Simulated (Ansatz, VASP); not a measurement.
## Pt in VASP and in Ansatz

File INCAR:

```
PREC = Accurate ; ENCUT = 600
EDIFF = 1E-6 ; ISMEAR = -1
SIGMA = 0.1 ; LREAL = False
LASPH = True ; NELM = 80
ALGO = Normal ; ISIF = 3
LWAVE = False ; LCHARG = False
GGA = PS ; IBRION = 2
NSW = 60 ; EDIFFG = -0.005
```

File KPOINTS:

```
regular mesh
0
Gamma
  15 15 15
```

POSCAR

```
Pt
1.0
    2.5332185236      0.0000000000      0.0000000000
    0.0000000000      2.5332185236      0.0000000000
    0.0000000000      0.0000000000      2.5332185236
Pt
1
Direct
    0.0000000000      0.0000000000      0.0000000000
```

Input for Ansatz:

```yaml
crystal:
  lattice:
    - [2.5332185236, 0.0, 0.0]
    - [0.0, 2.5332185236, 0.0]
    - [0.0, 0.0, 2.5332185236]
  atoms:
    - { symbol: Pt, position: [0.0, 0.0, 0.0] }
kpoints:
  mp_grid: { grid: [15, 15, 15] }
scf:
  occupations: { method: fermi_dirac, width: 0.1 }
hamiltonian:
  xc: pbesol
  pseudopotentials: { kind: paw }
output:
  forces: true
  stress: true
relax:
  f_tol: 0.005
  max_steps: 40
  cell: {}
```

Alike in both runs: task relaxation of cell and atoms; functional PBEsol; k mesh 15 × 15 × 15; occupations fermi-dirac, width 0.1 eV; no spin polarisation.

|  | VASP | Ansatz |
| --- | --- | --- |
| version | VASP 6.6.1 | Ansatz 0.2.0 |
| potentials or method | VASP PAW PBE potentials, release 64 (Pt) | PAW with Ansatz's default frozen-core files, scalar-relativistic |
| plane-wave cutoff (eV) | 600 | 420 |
| valence electrons in the cell | 10 | 18 |

```tsv
	VASP	Ansatz	Ansatz less VASP
relaxed volume (Å³/atom)	17.30	17.33	+0.030
relaxed cell length with the largest relative difference (Å)	2.586	2.588	+0.0015
energy change over the relaxation (meV/atom)	-49	-51	-2.6
```

The two sets of potentials don't hold the same shells in valence.

Caveats: the PAW data sets were made with another functional, which shifts forces and pressure a little (VASP). Spin-orbit coupling is left out, which matters for the levels of Pt.
